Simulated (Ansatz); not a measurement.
Crystal: HfO2.

```
Hf O
1.0
     0.00000    2.55750    2.55750
     2.55750    0.00000    2.55750
     2.55750    2.55750    0.00000
Hf O
1 2
Cartesian
  0.0000 0.0000 0.0000
  3.8363 3.8363 3.8363
  1.2788 1.2788 1.2788
```

Measurements of this composition are mostly on another form, of space group No. 14.

```yaml
Program: Ansatz 0.2.0
Task: relaxation of cell and atoms
Functional: revPBE
Dispersion: D3(BJ)
Potentials_or_basis: Ansatz PAW
Cutoff: "420 eV (not typed: the program's choice for these potentials)"
k_mesh: 9 × 9 × 9
Occupations: fermi-dirac, width 0.05 eV
Spin: no spin polarisation
```

At the start: volume 11.15 Å³/atom.

Question: Where does the relaxation end?

Answer: It ends after 6 steps and the volume is 10.89 Å³/atom (-2.3 %); space group Fm-3m (No. 225, to 0.05 Å).

The path:
```
step  energy change (eV)  largest force (eV/Å)  volume (Å³)
   1              0.0000                0.0000        33.46
   2             -0.0174                0.0000        32.53
   3             -0.0172                0.0000        32.71
   4             -0.0139                0.0000        32.71
   5             -0.0141                0.0000        32.68
   6             -0.0138                0.0000        32.68
```

Final structure:
```xyz
3
Lattice="0.0000 2.5375 2.5375 2.5375 0.0000 2.5375 2.5375 2.5375 0.0000" Properties=species:S:1:pos:R:3 pbc="T T T"
Hf    0.0000    0.0000    0.0000
O     3.8063    3.8063    3.8063
O     1.2688    1.2688    1.2688
```

Caveat: the plane-wave basis is chosen anew once the cell has moved, so the energies of steps on either side of that aren't comparable; the pressure holds a Pulay correction of +0.8 GPa for the finite cutoff; the PAW data sets come from PBE, with cores solved anew for the run's functional, which leaves a small shift of forces and pressure.
